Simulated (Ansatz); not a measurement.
# AlN: the cost of one run

Method: DFT PBE, scalar-relativistic, plane waves, PAW, in Ansatz 0.2.0.

2 further runs of the same task are left out: 2 set aside as unsound or not needed.

## Step 1: The system as given

Symmetry: P6_3mc, No. 186, hexagonal system. The conventional cell has a = 3.130 Å, b = 3.130 Å, c = 5.018 Å, α = 90.00°, β = 90.00°, γ = 120.00°. Al (site symmetry 3m) has 4 N at 1.90 to 1.91 Å in its first shell of neighbours. Around N (site symmetry 3m) lie 4 Al at 1.90 to 1.91 Å.

As a file:

```xyz
8
Lattice="3.1302 0.0000 0.0000 -1.5651 2.7109 0.0000 0.0000 0.0000 10.0360" Properties=species:S:1:pos:R:3 pbc="T T T"
Al    0.0000    1.8072    0.0087
Al    0.0000    1.8072    5.0267
Al    1.5651    0.9036    2.5177
Al    1.5651    0.9036    7.5356
N     0.0000    1.8072    1.9232
N     0.0000    1.8072    6.9412
N     1.5651    0.9036    4.4322
N     1.5651    0.9036    9.4502
```

It is built from the cell relaxed beforehand with the same method (10.65 Å³/atom).

## Step 2: The reference cell

The cell is repeated 2 times, 8 atoms in all. The reference gives a free energy of -3697.0158 eV, pressure 0.00 GPa, largest force 0.000 eV/Å and gap on the mesh 4.03 eV. It was computed beforehand with the settings of the runs below.

## Step 3: The disturbance

All atoms moved at random, sigma 0.02 Å a component. Displacements in the unstrained cell, with the mean shift removed:

| atom | ux (Å) | uy (Å) | uz (Å) |
| --- | --- | --- | --- |
| Al1 | 0.009 | -0.005 | -0.001 |
| Al2 | 0.005 | -0.009 | 0.020 |
| Al3 | -0.021 | 0.044 | 0.007 |
| Al4 | -0.009 | -0.007 | 0.017 |
| N5 | -0.008 | 0.005 | -0.006 |
| N6 | 0.023 | -0.003 | -0.018 |
| N7 | -0.007 | -0.027 | -0.022 |
| N8 | 0.007 | 0.001 | 0.003 |

## Step 4: Single point of the disturbed structure

Input file input.yaml:

```yaml
crystal:
  lattice:
    - [3.1302395629, 0.0, 0.0]
    - [-1.5651197814, 2.7108669814, 0.0]
    - [0.0, 0.0, 10.0359593112]
  atoms:
    - { symbol: Al, position: [0.3352770758, 0.6647770042, 0.0007619373] }
    - { symbol: Al, position: [0.3332195216, 0.6635008793, 0.5028822314] }
    - { symbol: Al, position: [0.667900655, 0.3494380281, 0.2515803542] }
    - { symbol: Al, position: [0.6627044475, 0.3309283436, 0.7525200757] }
    - { symbol: "N", position: [0.3318325247, 0.6686186001, 0.1910708269] }
    - { symbol: "N", position: [0.3403447996, 0.6656940572, 0.6898732378] }
    - { symbol: "N", position: [0.6596281113, 0.3234920254, 0.4394236872] }
    - { symbol: "N", position: [0.6690928645, 0.3335510622, 0.9418876496] }
basis:
  ecutwfc: 420
kpoints:
  mp_grid: { grid: [12, 12, 2] }
hamiltonian:
  xc: pbe
scf:
  occupations: { method: gaussian, width: 0.05 }
output:
  forces: true
  stress: true
  eigenvalues: true
```

On the command line:

```
$ ansatz run input.yaml --threads 2 --pin off --max-ram 5120MiB --backend cpu --events-out ev --progress --plain --runs-dir out
```

What time and memory should one allow on 2 threads of Intel Xeon Platinum 8259CL at 2.50GHz (Skylake/Cascade Lake), shared host?

About 9.5 s, with a peak of 0.55 GiB.
